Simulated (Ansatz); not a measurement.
## Zinc-blende ZnTe

All values below come from dielectric-dependent PBE hybrid (Ansatz, a first-principles code, plane waves, PAW).

Settings: plane-wave cutoff 460 eV, 8×8×8 k mesh, Fermi–Dirac smearing 0.01 eV, scalar-relativistic PAW data made under PBE.

Cell: measured lattice: a = b = c = 6.0890 Å, α = β = γ = 90.00°.

```
Item                           Result
--------  ---------------------------
band gap  1.98 eV (on the SCF k mesh)
```

Measured, for comparison: band gap 2.43 eV (zero-point renormalisation of 40 meV (experimental, the table's column) added back here, direct; inputs from Miglio et al. (2020), arXiv:2011.12765).

Note: cell and atoms aren't relaxed at this level (pressure 1.7 GPa).

Spin–orbit coupling is not included; with these elements it can move the gap by several tenths of an eV or more.

Cost on a shared machine: about 5 core-minutes (a rough figure).
